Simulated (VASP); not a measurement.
Input of a VASP 6.6.1 run:

POSCAR

```
BAs                                     
1.0
    0.0000000000      2.3885000000      2.3885000000
    2.3885000000      0.0000000000      2.3885000000
    2.3885000000      2.3885000000      0.0000000000
  B               As            
     1     1
Direct
     0.0000000000000000    0.0000000000000000    0.0000000000000000
     0.2500000000000000    0.2500000000000000    0.2500000000000000
```

File INCAR.step1:

```
SYSTEM = BAs
PREC = Accurate ; ENCUT = 520
EDIFF = 1E-5 ; ISMEAR = 0
SIGMA = 0.03 ; LREAL = .False.
LASPH = .True. ; NELM = 80
ALGO = Normal ; ISIF = 2
LWAVE = .True. ; LCHARG = .False.
KPAR = 4 ; GGA = PE
```

Contents of INCAR.step2:

```
SYSTEM = BAs
PREC = Accurate ; ENCUT = 520
EDIFF = 1E-7 ; ISMEAR = 0
SIGMA = 0.03 ; LREAL = .False.
LASPH = .True. ; NELM = 80
ALGO = Normal ; ISIF = 2
LWAVE = .False. ; LCHARG = .False.
GGA = PE ; LHFCALC = .True.
AEXX = 0.25 ; PRECFOCK = Fast
HFRCUT = -1 ; KPAR = 4
ISTART = 1
```

Contents of KPOINTS:

```
Automatic mesh
0
Gamma
  6 6 6
  0 0 0
```

File KPOINTS_OPT:

```
explicit points
6
Reciprocal
 0.0000000000  0.0000000000  0.0000000000 1
 0.3750000000  0.3750000000  0.7500000000 1
 0.5000000000  0.5000000000  0.5000000000 1
 0.6250000000  0.2500000000  0.6250000000 1
 0.5000000000  0.2500000000  0.7500000000 1
 0.5000000000  0.0000000000  0.5000000000 1
```

Potentials or basis: VASP PAW PBE potentials, release 64 (B, As).

Run with:

```sh
$ cat potpaw_PBE.64/B/POTCAR potpaw_PBE.64/As/POTCAR > POTCAR
$ cp INCAR.step1 INCAR
$ mpirun -np 4 vasp_std > vasp.out
$ cp INCAR.step2 INCAR
$ mpirun -np 4 vasp_std > vasp.out
```

Question: What does it give for the pressure?

Answer: -0.7 GPa.

Question: What does it give for the band gap on the k mesh?

Answer: 2.62 eV, indirect (least direct gap 4.79 eV).

Question: Predict the band gap along the path.

Answer: 2.77 eV, indirect (least direct gap 4.79 eV).

Caveat: the PAW data sets were made with another functional, which shifts forces and pressure a little.
